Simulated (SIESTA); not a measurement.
ZrO2: single point with vdW-DF-cx

Crystal: ZrO2.

```xyz
3
Lattice="0.0000 2.5451 2.5451 2.5451 0.0000 2.5451 2.5451 2.5451 0.0000" Properties=species:S:1:pos:R:3 pbc="T T T"
Zr    0.0000    0.0000    0.0000
O     3.8176    3.8176    3.8176
O     1.2725    1.2725    1.2725
```

Measurements of this composition are mostly on another form, of space group No. 14.

| Property | Result |
| --- | --- |
| Program | SIESTA 5.4.2 |
| Task | single point |
| Functional | vdW-DF-cx |
| Potentials or basis | PseudoDojo 0.4 standard (PBE files) |
| Basis | DZP (energy shift 0.003 Ry; two zetas on semicore shells) |
| Grid cutoff | 800 Ry |
| Energy shift | 0.003 Ry |
| k mesh | 9 × 9 × 9 |
| Occupations | fermi-dirac, width 0.05 eV |
| Spin | no spin polarisation |

```json
{"Pressure": "4.0 GPa", "Band gap on the k mesh": "3.15 eV, indirect (least direct gap 3.66 eV)"}
```

Run time: 43 s on 1 thread of AMD EPYC 9R45 96-Core Processor (Zen 5) (shared host), peak memory 0.4 GiB.

Caveat: the potentials were made for another functional, which shifts forces and pressure; an odd mesh through Γ misses points on the zone boundary, where band edges often lie; the basis of atomic orbitals isn't converged, which shifts pressures, moduli and gaps.
